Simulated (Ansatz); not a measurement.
# Ti (P6/mmm) in Ansatz: further runs

The runs below take Ti through relaxation of cell and atoms, with PBEsol+D3(BJ), PBEsol+D4.

Program: Ansatz 0.2.0. These are calculated values, not measurements. Logs are shortened: lines on timing, memory, paths and dates and some standing lists are left out, and cuts for length are marked.

## 1. The structure

It takes space group P6/mmm (No. 191, hexagonal). Conventional cell: a = 4.567 Å, b = 4.567 Å, c = 2.826 Å, α = 90.00°, β = 90.00°, γ = 120.00°. Ti (site symmetry -6m2) is surrounded by 11 Ti at 2.64 to 2.99 Å. Around Ti (site symmetry 6/mmm) lie 14 Ti at 2.83 to 2.99 Å.

This isn't the form of Ti at room conditions, which is hcp.

## 2. Relaxation of cell and atoms, PBEsol+D3(BJ)

Contents of input.yaml:

```yaml
crystal:
  lattice:
    - [4.5673748306, 0.0, 0.0]
    - [-2.2836874153, 3.9554626319, 0.0]
    - [0.0, 0.0, 2.82624427]
  atoms:
    - { symbol: Ti, position: [0.6666666667, 0.3333333333, 0.5] }
    - { symbol: Ti, position: [0.3333333333, 0.6666666667, 0.5] }
    - { symbol: Ti, position: [0.0, 0.0, 0.0] }
hamiltonian:
  xc: pbesol
  pseudopotentials: { kind: paw }
  dispersion: d3bj
kpoints:
  mp_grid: { grid: [7, 7, 9] }
scf:
  occupations: { method: fermi_dirac, width: 0.05 }
output:
  forces: true
  stress: true
  eigenvalues: true
relax:
  f_tol: 0.01
  max_steps: 40
  cell: { stress_tol: 0.05 }
```

Potentials or basis: Ansatz PAW.

On the command line:

```console
$ ansatz run input.yaml --threads 2 --pin off --max-ram 5632MiB --backend cpu --events-out ev --progress --plain --runs-dir out
```

What it wrote:

```text
Warning: RAYON_NUM_THREADS=2 ignored (pool sized by the plan → 2); use --threads N
Engine: ansatz 0.2.0, aarch64-unknown-linux-gnu
Pseudopotentials: kind: paw
Pseudopotential: Ti, paw, valence charge 12, recommended cutoff 420 eV (normal), Ti.paw.azcp
Functional definition: PBEsol
  exchange = pbesol_x
  correlation = pbesol_c
Crystal: 3 atoms, lattice volume = 51.059 Å³
Basis set: ecut = 420 eV, 975 PW (Γ), exchange–correlation on 64×64×40 points (8 copies of the dense FFT grid, shifted against one another)
Bands: 22, of which v1, the nominal top of the filled ones, is band 18 counted from 1 (17 counted from 0)
Symmetry: 24 space group operations
Space group: P6/mmm (ITA 191), of the structure as read, at distance tolerance 3.7e-5 Å
k-points: 40 of 441
Non-local potential: Ti, projectors of the file, l = 0: 3, l = 1: 2, l = 2: 3, l = 3: 1
PAW form: soft (Blöchl's): semilocal exchange-correlation on the pseudo side does not see the compensation charge
PAW frozen core: Ti, regenerated for the run's functional, and the local potential with it (the file was generated under x = pbe(κ = 0.804, μ = 0.2195149727645171), c = pbe(β = 0.06672455060314922))
PAW one-centre angular grid: Ti, 590 points (default); XC on 64 Gauss nodes
Initial density: superposition of atomic densities (neutral atoms: chi_scale 0, normalization atom), corrected by the library's trained network
Initial wavefunctions: pseudopotential atomic-orbital guess
Functional: x = pbesol(κ = 0.804, μ = 0.12345679012345678), c = pbesol(β = 0.046)
SCF iter   1: F=—  HF=-7423.584842 eV  |F-HF|=—  |Δ(HF+E_count)|=         —  Δρ=1.30e-2  dr2=9.98e-2  ethr=1.77e-3  ⟨swp⟩=4.1  Hψ=3094  notcnv=0
preconditioner: auto → none  [metal: Δε(μ)=0.032 eV  Ē_g=2.499 eV  σ=0.050 eV  W_gap=0.15  n_scr=8 (ndim 8)  ℏωp=18.0 eV  f_vac=0.000  D(μ)=2.31/eV (n_scr^D=26)  sad-step TF]
SCF iter   2: F=—  HF=-7423.568692 eV  |F-HF|=—  |Δ(HF+E_count)|=   1.61e-2  Δρ=7.21e-3  dr2=3.88e-2  ethr=2.77e-4  ⟨swp⟩=2.0  Hψ=1318  notcnv=0
SCF iter   3: F=—  HF=-7423.562826 eV  |F-HF|=—  |Δ(HF+E_count)|=   5.87e-3  Δρ=6.30e-4  dr2=3.02e-4  ethr=1.08e-4  ⟨swp⟩=2.0  Hψ=1226  notcnv=0
SCF iter   4: F=—  HF=-7423.562845 eV  |F-HF|=—  |Δ(HF+E_count)|=   1.89e-5  Δρ=2.35e-4  dr2=3.84e-5  ethr=8.38e-7  ⟨swp⟩=2.0  Hψ=1323  notcnv=0
SCF iter   5: F=—  HF=-7423.562791 eV  |F-HF|=—  |Δ(HF+E_count)|=   5.34e-5  Δρ=9.97e-5  dr2=4.52e-6  ethr=1.07e-7  ⟨swp⟩=2.0  Hψ=1084  notcnv=0
SCF iter   6: F=—  HF=-7423.562791 eV  |F-HF|=—  |Δ(HF+E_count)|=   8.16e-7  Δρ=2.64e-5  dr2=5.96e-7  ethr=1.25e-8  ⟨swp⟩=3.0  Hψ=1688  notcnv=0
SCF iter   7: F=-7423.562791 eV  HF=-7423.562791 eV  |F-HF|=8.56e-9  |Δ(HF+E_count)|=   5.09e-8  Δρ=3.11e-6  dr2=1.02e-8  ethr=2.78e-10  ⟨swp⟩=4.2  Hψ=2799  notcnv=0
SCF 1 converged in 7 iterations: F = -7423.562791 eV  dr2 = 1.02e-8
relax step   1: F+E_penalty+E_count = -7423.56279059 eV  Δ(F+E_penalty+E_count) = +0.000e0 eV  max|allowed force component| = 2.220e-16 eV/Å  Δτ_max = 0.0000 Å  P = -9.569 GPa  Ω = 51.059 Å³  (7 SCF iters, dr2 threshold 1.00e-7 eV, accepted)
Crystal: 3 atoms, lattice volume = 44.807 Å³
Basis set: ecut = 420 eV, 903 PW (Γ), exchange–correlation on 64×64×40 points (8 copies of the dense FFT grid, shifted against one another)
Initial density: handed on by an earlier stage of this run
Initial wavefunctions: those handed on with the density
iter 1 solved again at ethr=8.13e-5 eV; its pass at ethr=3.10e-3 eV (dr2=2.93e-2 eV) is discarded
SCF iter   1: F=—  HF=-7423.652601 eV  |F-HF|=—  |Δ(HF+E_count)|=         —  Δρ=6.69e-3  dr2=2.97e-2  ethr=8.13e-5  ⟨swp⟩=1.0  Hψ=5378  notcnv=0
preconditioner: auto → none  [metal: Δε(μ)=0.060 eV  Ē_g=2.761 eV  σ=0.050 eV  W_gap=0.28  n_scr=8 (ndim 8)  ℏωp=19.2 eV  f_vac=0.000  D(μ)=2.55/eV (n_scr^D=26)]
SCF iter   2: F=—  HF=-7423.651120 eV  |F-HF|=—  |Δ(HF+E_count)|=   1.48e-3  Δρ=2.33e-3  dr2=2.58e-3  ethr=8.13e-5  ⟨swp⟩=2.0  Hψ=1238  notcnv=0
[... 38 lines left out ...]
SCF iter   2: F=—  HF=-7423.696233 eV  |F-HF|=—  |Δ(HF+E_count)|=   4.35e-5  Δρ=2.32e-5  dr2=3.49e-7  ethr=1.29e-8  ⟨swp⟩=1.7  Hψ=922  notcnv=0
iter 3 did not close the SCF: its close was put off for the readings that it lacked (scf_convergence_deferred on its scf_iter line)
SCF iter   3: F=-7423.696233 eV  HF=-7423.696233 eV  |F-HF|=1.07e-8  |Δ(HF+E_count)|=   3.36e-8  Δρ=5.26e-6  dr2=1.53e-8  ethr=9.70e-10  ⟨swp⟩=1.8  Hψ=923  notcnv=0
iter 4 did not close the SCF: its close was put off for the readings that it lacked (scf_convergence_deferred on its scf_iter line)
SCF iter   4: F=-7423.696233 eV  HF=-7423.696233 eV  |F-HF|=3.87e-10  |Δ(HF+E_count)|=  2.49e-10  Δρ=1.23e-6  dr2=6.55e-10  ethr=4.26e-11  ⟨swp⟩=1.9  Hψ=1032  notcnv=0
iter 5 did not close the SCF: its close was put off for the readings that it lacked (scf_convergence_deferred on its scf_iter line)
SCF iter   5: F=-7423.696233 eV  HF=-7423.696233 eV  |F-HF|=2.36e-11  |Δ(HF+E_count)|=  8.55e-11  Δρ=2.39e-7  dr2=3.17e-11  ethr=1.82e-12  ⟨swp⟩=2.9  Hψ=1655  notcnv=0
SCF iter   6: F=-7423.696233 eV  HF=-7423.696233 eV  |F-HF|=9.09e-13  |Δ(HF+E_count)|=  3.64e-12  Δρ=3.06e-8  dr2=8.05e-13  ethr=1.00e-12  ⟨swp⟩=1.0  Hψ=1920  notcnv=0
SCF 5 converged in 6 iterations: F = -7423.696233 eV  dr2 = 8.05e-13
relax step   5: F+E_penalty+E_count = -7423.69623344 eV  Δ(F+E_penalty+E_count) = -1.423e-5 eV  max|allowed force component| = 5.181e-16 eV/Å  Δτ_max = 0.0000 Å  P = -0.010 GPa  Ω = 46.881 Å³  energy of the carried Pulay correction = +2.825e-4 eV  (6 SCF iters, dr2 threshold 2.60e-8 eV, accepted)
Basis set: ecut = 420 eV, 939 PW (Γ), exchange–correlation on 60×60×40 points (8 copies of the dense FFT grid, shifted against one another)
Initial wavefunctions: pseudopotential atomic-orbital guess (no wavefunctions were taken with the density)
iter 1 solved again at ethr=1.52e-8 eV; its pass at ethr=3.10e-3 eV (dr2=5.46e-6 eV) is discarded
SCF iter   1: F=—  HF=-7423.695856 eV  |F-HF|=—  |Δ(HF+E_count)|=         —  Δρ=7.39e-5  dr2=3.28e-7  ethr=1.52e-8  ⟨swp⟩=3.0  Hψ=5392  notcnv=0
SCF iter   2: F=—  HF=-7423.695841 eV  |F-HF|=—  |Δ(HF+E_count)|=   1.55e-5  Δρ=3.59e-5  dr2=7.97e-8  ethr=9.11e-10  ⟨swp⟩=2.9  Hψ=1773  notcnv=0
SCF iter   3: F=—  HF=-7423.695841 eV  |F-HF|=—  |Δ(HF+E_count)|=   5.59e-8  Δρ=5.36e-6  dr2=5.82e-9  ethr=2.21e-10  ⟨swp⟩=2.1  Hψ=1142  notcnv=0
SCF iter   4: F=—  HF=-7423.695841 eV  |F-HF|=—  |Δ(HF+E_count)|=  8.19e-11  Δρ=1.39e-6  dr2=2.04e-10  ethr=1.62e-11  ⟨swp⟩=2.0  Hψ=1485  notcnv=0
iter 5 did not close the SCF: its close was put off for the readings that it lacked (scf_convergence_deferred on its scf_iter line)
SCF iter   5: F=-7423.695841 eV  HF=-7423.695841 eV  |F-HF|=9.09e-13  |Δ(HF+E_count)|=  1.73e-10  Δρ=5.13e-8  dr2=1.20e-12  ethr=1.00e-12  ⟨swp⟩=1.0  Hψ=880  notcnv=0
SCF iter   6: F=-7423.695841 eV  HF=-7423.695841 eV  |F-HF|=1.82e-12  |Δ(HF+E_count)|=  9.09e-13  Δρ=1.55e-8  dr2=1.58e-13  ethr=1.00e-12  ⟨swp⟩=3.0  Hψ=3123  notcnv=0
SCF 6 converged in 6 iterations: F = -7423.695841 eV  dr2 = 1.58e-13
relax step   6: F+E_penalty+E_count = -7423.69584079 eV  Δ(F+E_penalty+E_count) = +3.927e-4 eV  max|allowed force component| = 4.441e-16 eV/Å  Δτ_max = 0.0000 Å  P = +0.004 GPa  Ω = 46.881 Å³  stress off target by 9.68e-3 GPa  SCF on the basis re-selected at this cell (its energy is not comparable with the rows above)  (6 SCF iters)
basis re-selected at this cell: Δ(F+E_penalty+E_count) = +3.927e-4 eV, ΔP = +0.013 GPa vs the last step (what re-selecting the basis moved, of the pressure what is left beyond the Pulay correction that the steps carried, after the strain that the cell walked since its last selection, with what the two solves' SCF thresholds leave and, on support functions, any second-order correction that the steps lacked; it is no measure of the basis error at this ecutwfc). The dense FFT grid was sized anew with the basis: this SCF ran on 30×30×20 points, the steps before it on 32×32×20, so part of this shift can come from that change (see relax.cell in the input reference). This SCF's stress stands 9.68e-3 GPa from its target on what of the cell is left free (relax.cell.stress_tol is 5.00e-2 GPa) and its largest allowed force component is 4.44e-16 eV/Å (relax.f_tol is 1.00e-2 eV/Å): within both
SCF converged after 6 iterations
Free energy (F): -7423.695841 eV
Harris-Foulkes:  -7423.695841 eV  (|F-HF|=1.82e-12)
Internal energy: -7423.673472 eV  (E = F + TS)
E sigma→0 (E₀):  -7423.684656 eV
Entropy (-TS):   -0.022369 eV (-7.456 meV/atom)
Fermi energy:    14.871542 eV
--- Per-component energies (eV) ---
  E_band       = -408.960618
  E_kinetic    = 824.917011
  E_local      = -2274.734005  (includes V_loc(G=0)·N_el)
  E_nonlocal   = 29.075249
  E_hartree    = 946.771475
  E_xc         = -292.675175
  E_vxc        = -367.960901  (∫ρ·V_xc dr)
  E_paw        = -3068.861091  (= ΣΔE_a)
  E_vpaw       = -513.801230  (= ΣTr[D̂ρ^β])
  E_aug_tail   = 0.000314  (compensation charges beyond the density's cutoff)
  E_ewald      = -3586.582053
  E_disp       = -2.003349  (pairwise vdW)
  E_core_change = 0.418153  (= ΣΔE_core)
  E_smearing   = -0.022369  (= −TS)
  E_closure    = -0.000000  (closes the sum)
  Σ components = -7423.695841   (vs F -7423.695841, Δ=0.00e0)
--- Forces (eV/Å), atoms counted from 1 ---
  atom   1  Ti     0.00000000    -0.00000000     0.00000000
  atom   2  Ti     0.00000000     0.00000000     0.00000000
  atom   3  Ti     0.00000000     0.00000000     0.00000000
  max |Σ_I F_I| component: 5.55e-17 eV/Å
--- Stress (GPa, compression-positive) ---
        0.000673       0.000000       0.000000
        0.000000       0.000673       0.000000
        0.000000       0.000000       0.009680
  P = ⅓ Tr σ = 0.0037 GPa (0.037 kbar)
--- Band table (eV; the first three rows and the last of 40) ---
  k-point 0: bands = ["-41.5644", "-41.3072", "-41.0859", "-18.0327", "-18.0327", "-18.0013", "-18.0013", "-17.5626", "-17.3221", "-17.2261", "-17.1953", "-17.1953", "8.6083", "12.6505", "14.1483", "14.1483", "14.2423", "14.2423", "14.8796", "15.6225", "16.2809", "16.2809"]
  k-point 1: bands = ["-41.5518", "-41.3015", "-41.0772", "-18.0159", "-18.0159", "-17.9913", "-17.9913", "-17.6281", "-17.4030", "-17.2921", "-17.1979", "-17.1979", "8.9104", "12.8957", "13.9165", "13.9165", "14.0826", "14.0826", "15.2858", "15.8890", "16.1924", "16.1924"]
  k-point 2: bands = ["-41.5191", "-41.2874", "-41.0553", "-17.9722", "-17.9722", "-17.9659", "-17.9659", "-17.7897", "-17.6065", "-17.4571", "-17.2055", "-17.2055", "9.7523", "13.3750", "13.3750", "13.4502", "13.7031", "13.7031", "16.1561", "16.1561", "16.4216", "16.5947"]
  k-point 39: bands = ["-41.4529", "-41.1634", "-41.1170", "-18.2722", "-18.0923", "-18.0190", "-17.8065", "-17.7346", "-17.6936", "-17.6407", "-17.4846", "-17.1286", "11.9794", "12.9612", "13.3933", "13.7258", "13.7267", "13.9294", "15.1053", "15.5450", "15.8167", "16.1957"]
--- Relaxed structure (5 steps of the walk, 5 accepted, 1 SCFs on fresh bases) ---
  F+E_penalty+E_count = -7423.69584079 eV   max|allowed force component| = 4.441e-16 eV/Å   (the final SCF, on the basis selected at the relaxed cell)
  cell:  # Å, volume = 46.8808 Å³
    - [4.434351933150528, 0.0, 0.0]
    - [-2.217175966575264, 3.8402614234289922, 0.0]
    - [0.0, 0.0, 2.752985688355948]
  atoms:
    - { symbol: Ti, position: [0.6666666666666666, 0.33333333333333326, 0.4999999999999999] }
    - { symbol: Ti, position: [0.33333333333333326, 0.6666666666666665, 0.4999999999999999] }
    - { symbol: Ti, position: [1.947875554403133e-35, 4.5985362665170577e-35, 0.0] }
```

Run time: 7.2 s. Hardware: 2 threads of Arm Neoverse V2, shared host; peak memory 0.35 GiB.

What came out:

```yaml
Free_energy: -7423.6958 eV
Relaxed_volume: 15.63 Å³/atom
Relaxed_cell: a = 4.434 Å, b = 4.434 Å, c = 2.753 Å, α = 90.00°, β = 90.00°, γ = 120.00°
Space_group_after_relaxing_to_0.05_Å: P6/mmm (No. 191)
Energy_gained_by_relaxing: 44.4 meV/atom
Ionic_steps: 6
Pressure_after_relaxing: 0.0 GPa
Band_gap_on_the_k_mesh: none (metal or under the smearing width)
```

Step by step:
| step | energy change (eV) | largest force (eV/Å) | volume (Å³) |
| --- | --- | --- | --- |
| 1 | 0.0000 | 0.0000 | 51.06 |
| 2 | -0.0893 | 0.0000 | 44.81 |
| 3 | -0.1328 | 0.0000 | 47.12 |
| 4 | -0.1334 | 0.0000 | 46.90 |
| 5 | -0.1334 | 0.0000 | 46.88 |
| 6 | -0.1330 | 0.0000 | 46.88 |

Final structure:
```yaml
crystal:
  lattice:
    - [4.43435, 0.00000, 0.00000]
    - [-2.21718, 3.84026, 0.00000]
    - [0.00000, 0.00000, 2.75299]
  atoms:
    - { symbol: Ti, position: [0.66667, 0.33333, 0.50000] }
    - { symbol: Ti, position: [0.33333, 0.66667, 0.50000] }
    - { symbol: Ti, position: [0.00000, 0.00000, 0.00000] }
```

Caveat: the plane-wave basis is chosen anew once the cell has moved, so the energies of steps on either side of that aren't comparable; pairwise dispersion overbinds metals, which lowers pressure and volume; the PAW data sets come from PBE, with cores solved anew for the run's functional, which leaves a small shift of forces and pressure.

## 3. Relaxation of cell and atoms, PBEsol+D4

input.yaml: that of step 2 with these lines changed.

```diff
@@ -12,3 +12,3 @@
   pseudopotentials: { kind: paw }
-  dispersion: d3bj
+  dispersion: d4
 kpoints:
```

Potentials or basis: Ansatz PAW.

On the command line:

```console
$ ansatz run input.yaml --threads 2 --pin off --max-ram 5632MiB --backend cpu --events-out ev --progress --plain --runs-dir out
```

Run time: 7.6 s. Hardware: 2 threads of Arm Neoverse V2, shared host; peak memory 0.35 GiB.

Results (log left out):

- Free energy: -7422.1177 eV
- Relaxed volume: 16.31 Å³/atom
- Relaxed cell: a = 4.500 Å, b = 4.500 Å, c = 2.790 Å, α = 90.00°, β = 90.00°, γ = 120.00°
- Space group after relaxing (to 0.05 Å): P6/mmm (No. 191)
- Energy gained by relaxing: 11.0 meV/atom
- Ionic steps: 6
- Pressure after relaxing: 0.0 GPa
- Band gap on the k mesh: none (metal or under the smearing width)

Step by step:
```tsv
step	energy change (eV)	largest force (eV/Å)	volume (Å³)
1	0.0000	0.0000	51.06
2	-0.0047	0.0000	47.14
3	-0.0331	0.0000	49.04
4	-0.0332	0.0000	48.94
5	-0.0332	0.0000	48.93
6	-0.0330	0.0000	48.93
```

Final structure:
```xyz
3
Lattice="4.5002 0.0000 0.0000 -2.2501 3.8973 0.0000 0.0000 0.0000 2.7898" Properties=species:S:1:pos:R:3 pbc="T T T"
Ti    2.2501    1.2991    1.3949
Ti    0.0000    2.5982    1.3949
Ti    0.0000    0.0000    0.0000
```

Levels at points of the mesh, in eV from the Fermi level:
```
           k point  band 14  band 15  band 16  band 17  band 18  band 19  band 20  band 21  band 22
(0.00, 0.00, 0.00)    -2.09    -0.72    -0.72    -0.62    -0.62    -0.01     0.72     1.36     1.36
```

Caveat: the plane-wave basis is chosen anew once the cell has moved, so the energies of steps on either side of that aren't comparable; pairwise dispersion overbinds metals, which lowers pressure and volume; the PAW data sets come from PBE, with cores solved anew for the run's functional, which leaves a small shift of forces and pressure.
